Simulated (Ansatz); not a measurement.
Property card for CuI

The calculation used DFT PBE+D3(BJ), scalar-relativistic, plane waves, PAW (Ansatz 0.2.0).

Plane waves to 420 eV, a k mesh through Γ of 8×8×6 on the computed 4-atom cell and Gaussian smearing (0.02 eV); no spin polarisation.

The structure is relaxed at this level of theory with its symmetry kept. This form isn't the usual stable structure of the compound.

Space group P4/nmm:1 (No. 129). a = 4.018 Å, b = 4.018 Å, c = 6.231 Å, α = 90.00°, β = 90.00°, γ = 90.00°
```json
{"atom": "Cu", "site": "2a", "symmetry": "-4m2", "x": "0.5000", "y": "0.5000", "z": "0.0000"}
{"atom": "I", "site": "2c", "symmetry": "4mm", "x": "0.5000", "y": "0.0000", "z": "0.2761"}
```

Problem. Kohn–Sham band gap?

Solution. 1.53 eV, direct at Γ.

Problem. Löwdin character of the top 1 eV of the valence band?

Solution. Cu 3d 59 %, I 5p 39 %.

Problem. Löwdin character of the lowest 1 eV of the conduction band?

Solution. Cu 4s 53 %, I 5p 24 %, unprojected 14 %.

Problem. Electron masses at the edge by Cartesian direction of the standard setting (m_e; degenerate bands sorted by energy; no spin-orbit coupling)?

Solution. x: 0.19; y: 0.19; z: 0.23.

Problem. Hole masses at the edge by Cartesian direction of the standard setting (m_e; degenerate bands sorted by energy; no spin-orbit coupling)?

Solution. x: 4.9, 0.21; y: 4.9, 0.21; z: 0.81, 0.81.

Problem. Electronic dielectric constant xx, yy, zz of the standard setting (independent particles)?

Solution. 7.0, 7.0, 7.4.

Problem. Bader charges (e)?

Solution. Cu (2 in the cell) 0.30, I (2 in the cell) -0.30.

Spin-orbit coupling is left out, which matters for the bands of heavy elements.

A ferromagnetic start lost its moments in a first run, so spin was left out; other magnetic orders weren't tried.

Cost: 12 runs of about 17 core-minutes in all, on Arm Neoverse V2 (shared hosts).